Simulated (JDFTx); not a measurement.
## Ag: equation of state with PBE

Ag:

```
Ag
1.0
     2.93000    0.00000    0.00000
    -1.46500    2.53745    0.00000
     0.00000    0.00000    4.79000
Ag
2
Direct
  0.66667 0.33333 0.75000
  0.33333 0.66667 0.25000
```

This isn't the form of Ag at room conditions, which is fcc.

```
Program             : JDFTx 1.7.0 (patched build)
Task                : equation of state
Functional          : PBE
Potentials or basis : PseudoDojo-SR-PBE-0.5-standard
Cutoff              : 1116 eV
Density cutoff      : 8925 eV
k mesh              : 10 × 10 × 6
Occupations         : fermi-dirac, width 0.05 eV
Spin                : no spin polarisation
```

The equilibrium volume is 17.93 Å³/atom. The bulk modulus at fixed shape and positions is 91 GPa and the pressure derivative of the bulk modulus is 5.6.

Energy against volume, from the lowest point:
```tsv
volume (Å³/atom)	energy (meV/atom)
16.738	25.83
17.094	11.99
17.450	3.61
17.806	0.00
18.162	0.59
18.518	4.85
18.875	12.33
```

Caveat: the cell was scaled at fixed shape and fractional positions, which overstates the stiffness of a crystal with free parameters, most of all of layers and chains.
